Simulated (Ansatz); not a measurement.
Runs of Ansatz 0.2.0 on SiC. The structure is hexagonal, space group P6_3mc (No. 186). Conventional cell: a = 3.076 Å, b = 3.076 Å, c = 10.071 Å, α = 90.00°, β = 90.00°, γ = 120.00°. Si (site symmetry 3m) has 4 C at 1.88 to 1.89 Å as nearest neighbours. Si (site symmetry 3m) is surrounded by 4 C at 1.88 to 1.89 Å. C (site symmetry 3m) has 4 Si at 1.88 to 1.89 Å as nearest neighbours. C (site symmetry 3m) has 4 Si at 1.88 to 1.89 Å as nearest neighbours. The cell is a database's computed one.

```tsv
task	level	cell	k mesh	cutoff (eV)	points for each segment of the path	gap on the mesh (eV)	pressure (GPa)	relaxed volume (Å³/atom)	largest force (eV/Å)
band structure	BPBE	as given	10 × 10 × 3	420	10	2.24	4.1	-	0.01
relaxation of cell and atoms	revPBE+D4	relaxed	10 × 10 × 3	420	-	2.24	0.0	10.19	-
relaxation of cell and atoms	r2SCAN	relaxed	10 × 10 × 3	500	-	2.60	0.0	10.33	-
relaxation of cell and atoms	RPBE	relaxed	10 × 10 × 3	420	-	2.24	0.0	(b)	-
relaxation of cell and atoms	PBEsol+D3(BJ)	relaxed	10 × 10 × 3	420	-	(a)	0.0	10.16	-
band structure	rPW86-PBE	as given	10 × 10 × 3	420	10	2.49	7.6	-	0.01
single point	PBE	as given	14 × 14 × 4	420	-	2.23	(c)	-	0.01
```

Alike in all rows: potentials or basis Ansatz PAW; no spin polarisation; smearing fermi-dirac 0.05 eV.

Task: Estimate the missing entries.

Result: (a) 2.12; (b) 10.66; (c) 3.9.

Caveats: the PAW data sets come from PBE, with cores solved anew for the run's functional, which leaves a small shift of forces and pressure (some runs); odd divisions of the mesh miss points on the zone boundary, where band edges often lie, so the gap on the mesh can be too wide (some runs); the plane-wave basis is chosen anew once the cell has moved, so the energies of steps on either side of that aren't comparable (some runs).

A k mesh can miss the band edges.
